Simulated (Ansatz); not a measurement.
Rh: pressure against volume, fitted

```
CELL_PARAMETERS angstrom
0.00000 1.90155 1.90155
1.90155 0.00000 1.90155
1.90155 1.90155 0.00000
ATOMIC_POSITIONS crystal
Rh 0.00000 0.00000 0.00000
```

The geometry is COD entry 9008482, unchecked; take it as a test cell.

Level of theory: Ansatz 0.2.0, DFT, PBE, all-electron LAPW, scalar-relativistic.

Settings: a Γ-centred 16×16×16 k mesh, Fermi–Dirac smearing of 0.08 eV, basis error target 1 meV/atom, no spin polarisation.

The cell is scaled evenly. Fractional coordinates are held (clamped ions).

| V (Å³/atom) | P (GPa) |
| --- | --- |
| 12.927 | 26.67 |
| 12.933 | 26.47 |
| 13.202 | 18.93 |
| 13.477 | 12.07 |
| 13.614 | 8.94 |
| 13.752 | 5.98 |
| 13.889 | 3.20 |
| 14.027 | 0.59 |
| 14.302 | -4.19 |

Fit a third-order Birch–Murnaghan curve to the pressures.

P = (3B0/2)(y^(7/2) − y^(5/2))[1 + (3/4)(B0′ − 4)(y − 1)] with y = (V0/V)^(2/3) fits within 0.01 GPa for V0 = 14.059 Å³/atom, B0 = 255.9 GPa and B0′ = 5.14.

Predict the pressure at the withheld volume, 14.577 Å³/atom.

There y = 0.9762, so the fit gives -8.43 GPa; the run gave -8.42 GPa.
